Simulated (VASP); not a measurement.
# SrVO3 (Pm-3m) in VASP: a series of runs

The runs below take SrVO3 through single point, with PBE+U.

Everything below comes from runs of VASP 6.6.1. Logs are shortened: lines on timing, memory, paths and dates and some standing lists are left out, and cuts for length are marked.

## Step 1: The structure

It takes space group Pm-3m (No. 221, cubic). The conventional cell has a = 3.893 Å, b = 3.893 Å, c = 3.893 Å, α = 90.00°, β = 90.00°, γ = 90.00°. Around Sr (site symmetry m-3m) lie 12 O at 2.75 Å. V (site symmetry m-3m) has 6 O at 1.95 Å as nearest neighbours. O (site symmetry 4/mmm) is surrounded by 2 V at 1.95 Å.

## Step 2: Single point, PBE+U, collinear spin, typed start

INCAR reads:

```
PREC = Accurate
ENCUT = 520
EDIFF = 1E-6
ISMEAR = 0
SIGMA = 0.05
LREAL = False
LASPH = True
NELM = 150
ALGO = Normal
ISIF = 2
LWAVE = False
LCHARG = False
ISPIN = 2
MAGMOM = 0 0.94 0 0 0
LORBIT = 11
LMAXMIX = 4
LDAU = True
LDAUTYPE = 2
LDAUL = -1 2 -1
LDAUU = 0 3.25 0
LDAUJ = 0 0 0
LDAUPRINT = 1
GGA = PE
NBANDS = 32
```

KPOINTS reads:

```
Automatic mesh
0
Gamma
  6 6 6
```

POSCAR reads:

```
SrVO3
1.0
    3.8927877112      0.0000000000      0.0000000000
    0.0000000000      3.8927877112      0.0000000000
    0.0000000000      0.0000000000      3.8927877112
Sr V O
1 1 3
Direct
    0.5000000000      0.5000000000      0.5000000000
    0.0000000000      0.0000000000      0.0000000000
    0.5000000000      0.0000000000      0.0000000000
    0.0000000000      0.5000000000      0.0000000000
    0.0000000000      0.0000000000      0.5000000000
```

Potentials or basis: VASP PAW PBE potentials, release 64 (Sr_sv, V_sv, O).

On the command line:

```console
$ cat potpaw_PBE.64/Sr_sv/POTCAR potpaw_PBE.64/V_sv/POTCAR potpaw_PBE.64/O/POTCAR > POTCAR
$ mpirun -np 1 vasp_std > vasp.out
```

OUTCAR:

```text
PREC = Accurate
   ENCUT = 520
   EDIFF = 1E-6
   ISMEAR = 0
   LREAL = False
   LASPH = True
   NELM = 150
   ISIF = 2
   ISPIN = 2
   LORBIT = 11
   GGA = PE

 ion  position               nearest neighbor table
   1  0.500  0.500  0.500-   3 2.75   4 2.75   5 2.75   3 2.75   4 2.75   3 2.75   5 2.75   3 2.75
                             4 2.75   5 2.75   4 2.75   5 2.75   2 3.37   2 3.37   2 3.37   2 3.37
   2  0.000  0.000  0.000-   3 1.95   4 1.95   5 1.95   5 1.95   4 1.95   3 1.95   1 3.37   1 3.37
                             1 3.37   1 3.37   1 3.37   1 3.37   1 3.37   1 3.37
   3  0.500  0.000  0.000-   2 1.95   2 1.95   1 2.75   1 2.75   1 2.75   1 2.75
   4  0.000  0.500  0.000-   2 1.95   2 1.95   1 2.75   1 2.75   1 2.75   1 2.75
   5  0.000  0.000  0.500-   2 1.95   2 1.95   1 2.75   1 2.75   1 2.75   1 2.75

  LATTYP: Found a simple cubic cell.
 ALAT       =     3.8927877112

  Lattice vectors:

 A1 = (   3.8927877112,   0.0000000000,   0.0000000000)
 A2 = (   0.0000000000,   3.8927877112,   0.0000000000)
 A3 = (   0.0000000000,   0.0000000000,   3.8927877112)

Analysis of symmetry for initial positions (statically):
=====================================================================
 Subroutine PRICEL returns:
 Original cell was already a primitive cell.

 Routine SETGRP: Setting up the symmetry group for a
 simple cubic supercell.

 Subroutine GETGRP returns: Found 48 space group operations
 (whereof 48 operations were pure point group operations)
 out of a pool of 48 trial point group operations.

The static configuration has the point symmetry O_h .

Analysis of symmetry for dynamics (positions and initial velocities):
=====================================================================
 Subroutine PRICEL returns:
 Original cell was already a primitive cell.

 Routine SETGRP: Setting up the symmetry group for a
 simple cubic supercell.

 Subroutine GETGRP returns: Found 48 space group operations
 (whereof 48 operations were pure point group operations)
 out of a pool of 48 trial point group operations.

The dynamic configuration has the point symmetry O_h .

Analysis of structural, dynamic, and magnetic symmetry:
=====================================================================
 Subroutine PRICEL returns:
 Original cell was already a primitive cell.

 Routine SETGRP: Setting up the symmetry group for a
 simple cubic supercell.

 Subroutine GETGRP returns: Found 48 space group operations
 (whereof 48 operations were pure point group operations)
 out of a pool of 48 trial point group operations.

The overall configuration has the point symmetry O_h .

 Subroutine INISYM returns: Found 48 space group operations
 (whereof 48 operations are pure point group operations),
 and found     1 'primitive' translations

----------------------------------------------------------------------------------------

                                     Primitive cell

  volume of cell :      58.9905

  direct lattice vectors                    reciprocal lattice vectors
     3.892787711  0.000000000  0.000000000     0.256885316  0.000000000  0.000000000
     0.000000000  3.892787711  0.000000000     0.000000000  0.256885316  0.000000000
     0.000000000  0.000000000  3.892787711     0.000000000  0.000000000  0.256885316

  length of vectors
     3.892787711  3.892787711  3.892787711     0.256885316  0.256885316  0.256885316

  position of ions in fractional coordinates (direct lattice)
     0.500000000  0.500000000  0.500000000
     0.000000000  0.000000000  0.000000000
     0.500000000  0.000000000  0.000000000
     0.000000000  0.500000000  0.000000000
     0.000000000  0.000000000  0.500000000

  ion indices of the primitive-cell ions
   primitive index   ion index
                 1           1
                 2           2
                 3           3
                 4           4
                 5           5

----------------------------------------------------------------------------------------

 KPOINTS: Automatic mesh

Automatic generation of k-mesh.
 Grid dimensions read from file:
 generate k-points for:    6    6    6

 Generating k-lattice:

  Cartesian coordinates                     Fractional coordinates (reciprocal lattice)
     0.042814219  0.000000000  0.000000000     0.166666667  0.000000000  0.000000000
     0.000000000  0.042814219  0.000000000     0.000000000  0.166666667  0.000000000
     0.000000000  0.000000000  0.042814219     0.000000000  0.000000000  0.166666667

  Length of vectors
     0.042814219  0.042814219  0.042814219

[... 43 lines left out ...]
   LNONCOLLINEAR =      F non collinear calculations
   LSORBIT =      F    spin-orbit coupling
   LASPH  =      T    aspherical Exc in radial PAW
   ENCUT  =  520.0 eV  38.22 Ry    6.18 a.u.   7.24  7.24  7.24*2*pi/ulx,y,z
   NELM   =    150;   NELMIN=  2; NELMDL= -5     # of ELM steps
   EDIFF  = 0.1E-05   stopping-criterion for ELM
   LREAL  =      F    real-space projection
   EDIFFG = 0.1E-04   stopping-criterion for IOM
   NSW    =      0    number of steps for IOM
   IBRION =     -1    ionic relax: 0-MD 1-quasi-New 2-CG
   NFREE  =      0    steps in history (QN), initial steepest desc. (CG)
   ISIF   =      2    stress and relaxation
   ISYM   =      2    0-nonsym 1-usesym 2-fastsym
   POTIM  = 0.5000    time-step for ionic-motion
   TEBEG  =    0.0;   TEEND  =   0.0 temperature during run
   PSTRESS=    0.0 pullay stress
   NELECT =      41.0000    total number of electrons
   NUPDOWN=      -1.0000    fix difference up-down
   EMIN   =  10.00;   EMAX   =-10.00  energy-range for DOS
   EFERMI =   0.00;   METHOD = LEGACY
   ISMEAR =     0;   SIGMA  =   0.05  broadening in eV -4-tet -1-fermi 0-gaus
   EFERMI_NEDOS =   21; number of points for ismear=-14 and -15
   IALGO  =     38    algorithm
   IMIX   =      4    mixing-type and parameters
     AMIX     =   0.40;   BMIX     =  1.00
     AMIX_MAG =   1.60;   BMIX_MAG =  1.00
  volume/ion in A,a.u.               =      11.80        79.62
  Fermi-wavevector in a.u.,A,eV,Ry     =   1.450136  2.740360 28.611615  2.102894
  Thomas-Fermi vector in A             =   2.567783
   LORBIT       =     11    0 simple, 1 ext, 2 COOP (PROOUT), +10 PAW based schemes
 LDA+U is selected, type is set to LDAUTYPE =  2
   angular momentum for each species LDAUL =    -1    2   -1
   U (eV)           for each species LDAUU =   0.0  3.2  0.0
   J (eV)           for each species LDAUJ =   0.0  0.0  0.0
   GGA     = PE    functional components
   LHFCALC =     F    Hartree Fock is set to
   AEXX    =    0.0000 exact exchange contribution
   IVDW    =     0    specifies the selected vdW correction
   LEPSILON=     F    determine dielectric tensor
   LRPA    =     F    only Hartree local field effects (RPA)
 spin polarized calculation
 Gauss-broadening in eV      SIGMA  =   0.05
  energy-cutoff  :      520.00
  volume of cell :       58.99
 maximum number of plane-waves:      1622
 NGX is ok and might be reduce to    30
   NGX = 15   NGY = 15   NGZ = 15

atom =   2  type =  2  l = 2

 onsite density matrix

spin component  1

  0.4562  0.0000  0.0000  0.0000 -0.0000
  0.0000  0.4562  0.0000 -0.0000  0.0000
  0.0000  0.0000  0.3037  0.0000 -0.0000
  0.0000 -0.0000  0.0000  0.4562 -0.0000
 -0.0000  0.0000 -0.0000 -0.0000  0.3037

spin component  2

  0.1039 -0.0000 -0.0000 -0.0000  0.0000
 -0.0000  0.1039 -0.0000  0.0000 -0.0000
 -0.0000 -0.0000  0.2758 -0.0000 -0.0000
 -0.0000  0.0000 -0.0000  0.1039  0.0000
  0.0000 -0.0000 -0.0000  0.0000  0.2758

 occupancies and eigenvectors

  o =  0.1039  v =  0.0000  0.0000  0.0000  0.0000  0.0000  1.0000  0.0000  0.0000  0.0000  0.0000      0.0000  0.0000  0.0000  0.0000  0.0000  0.0000  0.0000  0.0000  0.0000  0.0000
  o =  0.1039  v =  0.0000  0.0000  0.0000  0.0000  0.0000  0.0000 -0.3251  0.0000  0.9457  0.0000      0.0000  0.0000  0.0000  0.0000  0.0000  0.0000  0.0000  0.0000  0.0000  0.0000
  o =  0.1039  v =  0.0000  0.0000  0.0000  0.0000  0.0000  0.0000 -0.9457  0.0000 -0.3251 -0.0000      0.0000  0.0000  0.0000  0.0000  0.0000  0.0000  0.0000  0.0000  0.0000  0.0000
  o =  0.2758  v =  0.0000  0.0000  0.0000  0.0000  0.0000  0.0000  0.0000  0.9938  0.0000 -0.1109      0.0000  0.0000  0.0000  0.0000  0.0000  0.0000  0.0000  0.0000  0.0000  0.0000
  o =  0.2758  v =  0.0000  0.0000  0.0000  0.0000  0.0000  0.0000 -0.0000  0.1109 -0.0000  0.9938      0.0000  0.0000  0.0000  0.0000  0.0000  0.0000  0.0000  0.0000  0.0000  0.0000
  o =  0.3037  v =  0.0000 -0.0000 -0.9403 -0.0000 -0.3403  0.0000  0.0000  0.0000  0.0000  0.0000      0.0000  0.0000  0.0000  0.0000  0.0000  0.0000  0.0000  0.0000  0.0000  0.0000
  o =  0.3037  v =  0.0000 -0.0000 -0.3403 -0.0000  0.9403  0.0000  0.0000  0.0000  0.0000  0.0000      0.0000  0.0000  0.0000  0.0000  0.0000  0.0000  0.0000  0.0000  0.0000  0.0000
  o =  0.4562  v =  1.0000  0.0000  0.0000  0.0000  0.0000  0.0000  0.0000  0.0000  0.0000  0.0000      0.0000  0.0000  0.0000  0.0000  0.0000  0.0000  0.0000  0.0000  0.0000  0.0000
  o =  0.4562  v =  0.0000  0.9929 -0.0000  0.1189  0.0000  0.0000  0.0000  0.0000  0.0000  0.0000      0.0000  0.0000  0.0000  0.0000  0.0000  0.0000  0.0000  0.0000  0.0000  0.0000
  o =  0.4562  v =  0.0000  0.1189  0.0000 -0.9929  0.0000  0.0000  0.0000  0.0000  0.0000  0.0000      0.0000  0.0000  0.0000  0.0000  0.0000  0.0000  0.0000  0.0000  0.0000  0.0000

 number of electron      41.0000018 magnetization       1.0000806

 Free energy of the ion-electron system (eV)
  ---------------------------------------------------
  ext. energy  EPLUGINS =         0.00000000
  ---------------------------------------------------
  free energy    TOTEN  =       -36.12865794 eV

  energy without entropy =      -36.12105615  energy(sigma->0) =      -36.12485705

 E-fermi :   5.7426     XC(G=0): -11.3524

 val. band max:        5.7205547294   @ k =   0.5000   0.3333   0.0000
 cond. band min:       5.7566737468   @ k =   0.3333   0.1667   0.1667
 fundamental gap:      0.0361190174
 Fermi energy:         5.7425618976

 spin component 1

 k-point     1 :       0.0000    0.0000    0.0000
  band No.  band energies     occupation
      1     -61.0330      1.00000
      2     -34.8226      1.00000
      3     -34.8226      1.00000
      4     -34.8226      1.00000
      5     -28.6441      1.00000
      6     -13.5433      1.00000
[... 689 lines left out ...]
     31      14.4375      0.00000
     32      18.6019      0.00000
 Fermi energy:         5.7425618976

 spin component 2

 k-point     1 :       0.0000    0.0000    0.0000
  band No.  band energies     occupation
      1     -59.8470      1.00000
      2     -33.6532      1.00000
      3     -33.6532      1.00000
      4     -33.6532      1.00000
      5     -28.6459      1.00000
      6     -13.5978      1.00000
[... 689 lines left out ...]
     31      14.4805      0.00000
     32      18.5612      0.00000

------------------------ aborting loop because EDIFF is reached ----------------------------------------

  FORCE on cell =-STRESS in cart. coord.  units (eV):
  Direction    XX          YY          ZZ          XY          YZ          ZX
  --------------------------------------------------------------------------------------
  -------------------------------------------------------------------------------------
  Total        0.2822100      0.2822100      0.2822100     -0.0000000     -0.0000000     -0.0000000
  in kB        7.6647995      7.6647995      7.6647995     -0.0000000     -0.0000000     -0.0000000
  external PRESSURE =       7.6647995 kB  Pullay stress =       0.0000000 kB

 VOLUME and BASIS-vectors are now :
 -----------------------------------------------------------------------------
  energy-cutoff  :      520.00
  volume of cell :       58.99
      direct lattice vectors                 reciprocal lattice vectors
     3.892787711  0.000000000  0.000000000     0.256885316  0.000000000  0.000000000
     0.000000000  3.892787711  0.000000000     0.000000000  0.256885316  0.000000000
     0.000000000  0.000000000  3.892787711     0.000000000  0.000000000  0.256885316

 POSITION                                       TOTAL-FORCE (eV/Angst)
 -----------------------------------------------------------------------------------
      1.94639      1.94639      1.94639         0.000000      0.000000      0.000000
      0.00000      0.00000      0.00000         0.000000      0.000000      0.000000
      1.94639      0.00000      0.00000         0.000000      0.000000      0.000000
      0.00000      1.94639      0.00000         0.000000      0.000000      0.000000
      0.00000      0.00000      1.94639         0.000000      0.000000      0.000000
 -----------------------------------------------------------------------------------
    total drift:                                0.000000     -0.000000      0.000000

  FREE ENERGIE OF THE ION-ELECTRON SYSTEM (eV)
  ---------------------------------------------------
  free  energy   TOTEN  =       -36.1286579441 eV

  energy  without entropy=      -36.1210561550  energy(sigma->0) =      -36.12485705

 total charge

# of ion       s       p       d       tot
------------------------------------------
    1        1.998   5.795   0.203   7.997
    2        2.278   6.329   2.806  11.413
    3        1.562   3.479   0.000   5.041
    4        1.562   3.479   0.000   5.041
    5        1.562   3.479   0.000   5.041
--------------------------------------------------
tot          8.963  22.560   3.009  34.532

 magnetization (x)

# of ion       s       p       d       tot
------------------------------------------
    1       -0.000  -0.002   0.002  -0.001
    2        0.009   0.010   1.110   1.129
    3       -0.002  -0.057   0.000  -0.059
    4       -0.002  -0.057   0.000  -0.059
    5       -0.002  -0.057   0.000  -0.059
--------------------------------------------------
tot          0.003  -0.162   1.111   0.952
```

It took 49 s on 1 thread of AMD EPYC 9R45 (Zen 5), shared host; peak memory 0.19 GiB.

Results:

- Free energy: -36.1287 eV
- Pressure: 0.8 GPa
- Band gap on the k mesh: none (metal or under the smearing width)
- Net moment: 1.00 μB per cell
- Site moments: Sr -0.00; V +1.13; O -0.06 μB
- Valence electrons inside the program's atomic spheres: Sr 8.00; V 11.41; O 5.04

Eigenvalues of the final occupation matrices:
| site | spin | trace | eigenvalues |
| --- | --- | --- | --- |
| site 2 d | 1 | 1.98 | 0.30 0.30 0.46 0.46 0.46 |
| site 2 d | 2 | 0.86 | 0.10 0.10 0.10 0.28 0.28 |

The state reached can hang on the start; a lower one may exist.

(Continued in part 2 of 2.)
